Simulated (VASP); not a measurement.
A run of VASP 6.6.1 is set up as follows.

The input INCAR:

```
SYSTEM = BAs
ALGO = Normal
EDIFF = 1E-6
ENCUT = 520
GGA = PE
ISIF = 2
ISMEAR = 0
LASPH = .True.
LCHARG = .False.
LREAL = .False.
LWAVE = .False.
NELM = 60
PREC = Accurate
SIGMA = 0.023
```

Contents of KPOINTS:

```
k-points
0
Gamma
  10 10 10
  0 0 0
```

File POSCAR:

```
BAs
1.0
    0.0000000000      2.3885000000      2.3885000000
    2.3885000000      0.0000000000      2.3885000000
    2.3885000000      2.3885000000      0.0000000000
As B
1 1
Direct
    0.7500000000      0.7500000000      0.7500000000
    0.0000000000      0.0000000000      0.0000000000
```

Potentials or basis: VASP PAW PBE potentials, release 64 (As, B).

Run with:

```sh
$ cat potpaw_PBE.64/As/POTCAR potpaw_PBE.64/B/POTCAR > POTCAR
$ mpirun -np 1 vasp_std > vasp.out
```

**Question.** Predict the pressure.

**Answer.** 3.4 GPa.

**Question.** Predict the band gap on the k mesh.

**Answer.** 1.18 eV, indirect (least direct gap 3.28 eV).

A k mesh can miss the band edges. As with any semilocal functional, this PBE gap is likely too small.
